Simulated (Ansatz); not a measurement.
# How many bands does the GW gap of InSe (layers cut from the bulk crystal) need?, part 2 of 2

Wanted: a G0W0 gap for InSe (layers cut from the bulk crystal) that is converged in bands and cutoff, or an estimate of the limit.

Ansatz 0.2.0; G0W0 on PBE, plane waves, PAW. Known limits of the many-body steps: not at the basis limit; coarse mesh for a sheet; no spin-orbit coupling.

So far. Step 5 (1426 empty bands, screening to 120 eV): Against the run with 6×6×1 mesh, 776 empty bands, screening to 80 eV, the gap moves by −0.012 eV.

## Step 6: Changing the k mesh: 3×3×1 mesh, 360 empty bands, screening to 48 eV

Only the mesh changes. It samples the long-range screening, which converges on its own terms. Bands and cutoff differ from the step before, so it is read against an earlier run that matches them.

The input, input.yaml:

```yaml
crystal:
  lattice:
    - [4.0283038166, 0.0, 0.0]
    - [-2.0141519083, 3.4886134394, 0.0]
    - [0.0, 0.0, 34.0]
  atoms:
    - { symbol: Se, position: [0.3333333333, 0.6666666667, 0.4208363843] }
    - { symbol: In, position: [0.6666666667, 0.3333333333, 0.4589065086] }
    - { symbol: In, position: [0.6666666667, 0.3333333333, 0.5410934914] }
    - { symbol: Se, position: [0.3333333333, 0.6666666667, 0.5791636157] }
  periodic: [true, true, false]
kpoints:
  mp_grid: { grid: [3, 3, 1] }
hamiltonian:
  xc: pbe
  pseudopotentials: { kind: paw, azcp: { folder: "./paw" } }
scf:
  occupations: { method: fixed }
gw:
  n_empty_bands: 360
  ecut_chi: 48.0
  qp_bands: [v2, c2]
  qp_kpoints: band_edges
  screening: { model: contour_deformation }
```

The run is started by

```sh
$ ansatz run input.yaml --threads 3 --pin off --max-ram 92160MiB --backend cuda --events-out ev --progress --plain --runs-dir out --devices 1 --max-vram 13GiB
```

Numbers of over 12 decimals in the logs are rounded to 6 here.

Log:

```text
GPUs: using 1 of 1 available (devices: 1).
[...]
GPU FFT provider: cuFFT
GPU libraries: cuBLAS 13.8.2, cuFFT 12.4.0, cuSOLVER 12.3.4
Crystal: 4 atoms, lattice volume = 477.809 Å³
Basis set: ecut = 420 eV, 9353 PW (Γ)
Bands: 35, of which v1, the nominal top of the filled ones, is band 29 counted from 1 (28 counted from 0)
Symmetry: 12 space group operations
[...]
k-points: 3 of 9 (time reversal used)
[...]
0    31     -3.0841    -7.8106    -3.7614   -12.0996  0.7413    -2.5512    -2.5565  root
     1    28     -6.9997   -17.6573     2.4784   -14.8214  0.7094    -7.3624    -7.3572  root *
     1    29     -6.2561   -15.4466     1.6208   -13.5593  0.7295    -6.5248    -6.5225  root *
     1    30     -3.4126    -6.9958    -3.3806   -10.6920  0.7534    -3.0939    -3.0970  root *
     1    31     -3.2785   -10.1731    -3.3220   -14.0838  0.7447    -2.6780    -2.6898  root *
[key lines of the parts left out:]
SCF converged after 9 iterations
Free energy (F): -22135.753820 eV
Fermi energy:    -5.984427 eV
```

Wall time 28 s (1 × NVIDIA H100 80GB HBM3 (shared by 6 runs) with 3 threads of AMD EPYC 7R13 (Zen 3), shared host); peak memory 1.5 GiB; 9.3 s of CPU time.

Numbers from this step:

```yaml
bands_summed: 389
plane_waves_in_the_screening_matrix: 351
g0w0_gap_on_the_mesh: 2.290 eV
k_of_the_valence_top: 0, 0, 0
k_of_the_conduction_bottom: 0, 0, 0
starting_gap_on_the_mesh: 1.686 eV
least_direct_g0w0_gap_on_the_computed_points: 2.290 eV
```

Against the run with 6×6×1 mesh, 360 empty bands, screening to 48 eV, the gap moves by −0.53 eV, while the start moved by +0.06 eV. A band edge is found at another k point on this mesh.

## Step 7: Changing the k mesh: 9×9×1 mesh, 360 empty bands, screening to 48 eV

Edit input.yaml of step 6 so:

```diff
@@ -12,3 +12,3 @@
 kpoints:
-  mp_grid: { grid: [3, 3, 1] }
+  mp_grid: { grid: [9, 9, 1] }
 hamiltonian:
```

Log:

```text
GPUs: using 1 of 1 available (devices: 1).
[...]
GPU FFT provider: cuFFT
GPU libraries: cuBLAS 13.8.2, cuFFT 12.4.0, cuSOLVER 12.3.4
Crystal: 4 atoms, lattice volume = 477.809 Å³
Basis set: ecut = 420 eV, 9353 PW (Γ)
Bands: 35, of which v1, the nominal top of the filled ones, is band 29 counted from 1 (28 counted from 0)
Symmetry: 12 space group operations
[...]
k-points: 12 of 81 (time reversal used)
[...]
1    31     -2.5617    -8.5051    -3.3354   -12.5930  0.7739    -1.7965    -1.8092  root
[...]
11    28     -7.2500   -16.8367     2.3422   -13.9297  0.7150    -7.8274    -7.8148  root
    11    29     -7.0605   -14.8674     1.4602   -12.7887  0.7517    -7.6888    -7.6790  root
    11    30     -3.4169    -6.9406    -2.9381   -10.3082  0.7782    -2.9835    -2.9873  root
    11    31     -2.8833   -10.3868    -3.2614   -14.5849  0.7645    -1.9239    -1.9465  root
[key lines of the parts left out:]
SCF converged after 9 iterations
Free energy (F): -22136.083353 eV
Fermi energy:    -5.995501 eV
```

Run time: 63 s. Hardware: 1 × NVIDIA H100 80GB HBM3 (shared by 6 runs) with 3 threads; peak memory 2.3 GiB; 64 s of CPU time.

Numbers from this step:

```
bands summed                                 : 389
plane waves in the screening matrix          : 351
G0W0 gap on the mesh                         : 2.874 eV
k of the valence top                         : 0.1111, 0.1111, 0
k of the conduction bottom                   : 0, 0, 0
starting gap on the mesh                     : 1.627 eV
least direct G0W0 gap on the computed points : 2.960 eV
```

Against the run with 3×3×1 mesh, 360 empty bands, screening to 48 eV, the gap moves by +0.58 eV, while the start moved by −0.06 eV. A band edge is found at another k point on this mesh.

## Step 8: The runs together

Times are wall times on 1 × NVIDIA H100 80GB HBM3 (shared by 6 runs) with 3 threads of AMD EPYC 7R13 (Zen 3), shared host, good to a factor of about two.

| mesh | files | frequency | bands summed | cutoff (eV) | start (eV) | G0W0 (eV) | time | host memory (GiB) |
| --- | --- | --- | --- | --- | --- | --- | --- | --- |
| 6×6×1 | default PAW | contour deformation | 156 | 24 | 1.624 | 2.834 | 31 s | 1.3 |
| 6×6×1 | default PAW | contour deformation | 389 | 48 | 1.624 | 2.818 | 44 s | 1.8 |
| 6×6×1 | default PAW | contour deformation | 805 | 80 | 1.625 | 2.831 | 53 s | 2.9 |
| 6×6×1 | default PAW | contour deformation | 1455 | 120 | 1.624 | 2.820 | 87 s | 5.4 |
| 3×3×1 | default PAW | contour deformation | 389 | 48 | 1.686 | 2.290 | 28 s | 1.5 |
| 9×9×1 | default PAW | contour deformation | 389 | 48 | 1.627 | 2.874 | 63 s | 2.3 |

How the two edges are built up, in eV (the quasiparticle level is the starting level plus Σx plus Σc less Vxc):

| run | edge | start | Σx | Σc | Vxc | Z | QP |
| --- | --- | --- | --- | --- | --- | --- | --- |
| 156 bands | valence top | -5.99 | -15.56 | 1.74 | -13.59 | 0.75 | -6.22 |
| 156 bands | conduction bottom | -4.37 | -9.92 | -2.36 | -13.25 | 0.78 | -3.38 |
| 389 bands | valence top | -5.99 | -15.56 | 1.46 | -13.59 | 0.75 | -6.50 |
| 389 bands | conduction bottom | -4.37 | -9.92 | -2.65 | -13.25 | 0.77 | -3.68 |
| 805 bands | valence top | -5.99 | -15.56 | 1.25 | -13.59 | 0.74 | -6.72 |
| 805 bands | conduction bottom | -4.37 | -9.92 | -2.86 | -13.25 | 0.77 | -3.88 |
| 1455 bands | valence top | -5.99 | -15.56 | 1.11 | -13.59 | 0.74 | -6.86 |
| 1455 bands | conduction bottom | -4.37 | -9.92 | -3.01 | -13.25 | 0.77 | -4.04 |

## Step 9: Outcome

| Property | Result |
| --- | --- |
| 156 bands, 24 eV | 2.834 eV |
| 389 bands, 48 eV | 2.818 eV |
| 805 bands, 80 eV | 2.831 eV |
| 1455 bands, 120 eV | 2.820 eV |
| mesh and start | 6×6×1, PBE |

In words: From 156 to 1455 bands the gap moves by −0.01 eV while the time grows 2.8-fold. Σc changes by −0.64 eV at the valence top and −0.65 eV at the conduction bottom, so the levels themselves move more than the gap between them. The gap turns back along the series, so no limit is drawn from it. On the 3×3×1 mesh in place of 6×6×1 the gap differs by −0.53 eV, of which +0.06 eV is already in the start. On the 9×9×1 mesh in place of 6×6×1 the gap differs by +0.06 eV, of which +0.003 eV is already in the start. The mesh in the plane is coarse for a sheet; gap and any exciton binding can still move on denser ones. The many-body steps are scalar-relativistic: spin-orbit coupling is not in them.

[Paths, hosts, dates, memory and timing lines, banners, echoed tables and standing remarks are left out of the program output.]

[Logs are printed without paths, hosts, clocks, repeated set-up lines and the standing remarks that a program may print on its own settings, such as how far it seeks lower states.]

[Runs of the session that timed out or met a known fault of the program may be left out.]

[Cells called generated may have been cut or substituted from an entry of the Crystallography Open Database or the Materials Project.]

[Hosts, paths, dates, database ids (printed as entryN), source tags and the programs' standing remarks are cut or masked in the printed files.]
